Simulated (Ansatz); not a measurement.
## CsSnI3 under changes of volume

One of the cells (47.797 Å³/atom); the others are scaled copies at fixed shape and fractional positions:

```
Cs I Sn
1.0
     6.20570    0.00000    0.00000
     0.00000    6.20570    0.00000
     0.00000    0.00000    6.20570
Cs I Sn
1 3 1
Direct
  0.00000 0.00000 0.00000
  0.50000 0.50000 0.00000
  0.50000 0.00000 0.50000
  0.00000 0.50000 0.50000
  0.50000 0.50000 0.50000
```

```yaml
Program: Ansatz 0.2.0
Functional: PBE
Potentials_or_basis: PseudoDojo stringent (PBE files)
Cutoff: 1530 eV
Density_cutoff: 6120 eV
k_mesh: 5 × 5 × 5
Occupations: fermi-dirac, width 0.05 eV
Spin: no spin polarisation
```

```csv
volume (Å³/atom),energy over the lowest point (meV/atom),pressure (GPa),gap on the mesh (eV)
44.929,22.66,1.8,1.69
45.885,13.38,1.3,1.71
46.841,6.73,0.9,1.73
47.797,2.44,0.5,1.75
48.753,0.27,0.2,1.77
49.709,0.00,-0.1,1.79
50.665,?,?,?
```

Question: What does the run at 50.665 Å³/atom give?

Answer: Energy over the lowest point 1.43 meV/atom; pressure -0.4 GPa; gap on the mesh 1.81 eV.

Worked out: A Birch-Murnaghan fit of order 3 (a polynomial in V^(-2/3)) to the other rows has its minimum at 49.37 Å³/atom with B0 = V·E''(V) = 15.3 GPa and B' = 4.5. It gives 1.44 meV/atom at 50.665 Å³/atom, against the run's 1.43, and -dE/dV = -0.4 GPa, against -0.4. A straight line through the other rows of the gap, of slope 0.989 eV per unit of ln V (its deformation potential), extrapolates to 1.81 eV, against the run's 1.81.

Energies are extrapolated to zero smearing.

Caveats: odd divisions of the mesh miss points on the zone boundary, where band edges often lie, so the gap on the mesh can be too wide; spin-orbit coupling is left out, which moves the levels of the heavy elements; the cell was measured hot, at 500 K.

A mesh can miss the band edges.
